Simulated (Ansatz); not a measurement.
Rows from a G0W0 calculation on MoS2/MoS2 (multilayer of trigonal-prismatic sheets) (Ansatz 0.2.0; G0W0 on PBE, plane waves, PAW; 9×9×1 mesh, 190 empty bands, screening to 38 eV), in eV. Spin-orbit coupling is left out.

```
row                      k  band   start       Σx  Σc at the solution      Vxc
  A  (0.111, 0.222, 0.000)    c1  -4.141  -13.656              -3.342  -17.942
  B                      Γ    v2  -6.188  -18.622               1.414  -17.525
  C  (0.111, 0.222, 0.000)    c2  -3.742  -14.094              -3.538  -18.651
  D                      Γ    c1  -3.104  -13.802              -3.639  -18.507
  E                      Γ    v1  -5.427  -19.393               1.195  -18.635
  F  (0.111, 0.222, 0.000)    v1  -6.732  -19.693               1.711  -18.376
```

**Question.** Work out each quasiparticle level and how far it moved.

The quasiparticle equation reads E = start + Σx + Σc(E) − Vxc.

```csv
row,E (eV),shift (eV)
A,-3.198,+0.944
B,-5.870,+0.317
C,-2.723,+1.019
D,-2.038,+1.066
E,-4.990,+0.436
F,-6.337,+0.394
```

The gap over the computed points goes from 1.29 eV to 1.79 eV.

Limits: not at the basis limit; coarse mesh for a sheet; no spin-orbit coupling.

[Paths, hosts, dates, memory and timing lines, banners, echoed tables and standing remarks are left out of the program output.]

[Logs are printed without paths, hosts, clocks, repeated set-up lines and the standing remarks that a program may print on its own settings, such as how far it seeks lower states.]

[Runs of the session that timed out or met a known fault of the program may be left out.]

[Cells called generated may have been cut or substituted from an entry of the Crystallography Open Database or the Materials Project.]

[Hosts, paths, dates, database ids (printed as entryN), source tags and the programs' standing remarks are cut or masked in the printed files.]
